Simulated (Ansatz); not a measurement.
CoO:

```xyz
2
Lattice="-1.5080 1.5080 2.1072 1.5080 -1.5080 2.1072 1.5080 1.5080 -2.1072" Properties=species:S:1:pos:R:3 pbc="T T T"
Co    0.0000    0.0000    0.0000
O     0.0000    0.0000    2.1072
```

Program: Ansatz 0.2.0. Alike in all runs: cell as given; k mesh 12 × 12 × 12; basis error allowed 0.001 eV/atom.

Problem. Order these runs on this cell by their pressure, lowest first.
A. level LDA; potentials or basis all-electron LAPW, scalar-relativistic; spin collinear, ferromagnetic start; cutoff (eV) 368; smearing fermi-dirac 0.05 eV
B. level PBEsol; potentials or basis all-electron LAPW, scalar-relativistic; spin off; cutoff (eV) 369; smearing fermi-dirac 0.05 eV
C. level PBE; potentials or basis all-electron LAPW, scalar-relativistic; spin collinear, ferromagnetic start; cutoff (eV) 369; smearing gaussian 0.02 eV
D. level PBEsol; potentials or basis all-electron LAPW, non-relativistic; spin collinear, ferromagnetic start; cutoff (eV) 369; smearing fermi-dirac 0.05 eV

Solution. B (-27.3 GPa), A (-17.9 GPa), D (-8.2 GPa), C (0.0 GPa).

Caveats: a cell with one magnetic atom can't hold antiferromagnetic order, which such compounds often take (some runs); an odd number of electrons without spin polarisation forces a metal (some runs); a magnetic or distorted state may lie lower (some runs).

Not every run made on this cell is shown here.
